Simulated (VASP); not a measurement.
## K: single point with BLYP

Crystal: K.

```
K
1.0
     4.75665    0.00000    0.00000
    -2.37833    4.11938    0.00000
     0.00000    0.00000   15.49050
K
4
Direct
  0.00000 0.00000 0.00000
  0.00000 0.00000 0.50000
  0.33333 0.66667 0.25000
  0.66667 0.33333 0.75000
```

This isn't the form of K at room conditions, which is bcc.

```yaml
Program: VASP 6.6.1
Task: single point
Functional: BLYP
Potentials_or_basis: VASP PAW PBE potentials, release 64 (K_sv)
Cutoff: 520 eV
k_mesh: 9 × 9 × 3
Occupations: fermi-dirac, width 0.1 eV
Spin: no spin polarisation
```

| Item | Value |
| --- | --- |
| Pressure | 0.0 GPa |
| Band gap on the k mesh | none (metal or under the smearing width) |

Levels at points of the mesh, in eV from the Fermi level:
```csv
k point,band 16,band 17,band 18,band 19,band 20,band 21
"(0.00, 0.00, 0.00)",-15.82,-2.13,-1.43,-1.43,0.24,0.63
```

It took 2.5 min on 1 thread of Intel(R) Xeon(R) Platinum 8375C CPU @ 2.90GHz (Ice Lake), with other jobs on the host, peak memory 0.45 GiB.

Caveat: the PAW data sets were made with another functional, which shifts forces and pressure a little.
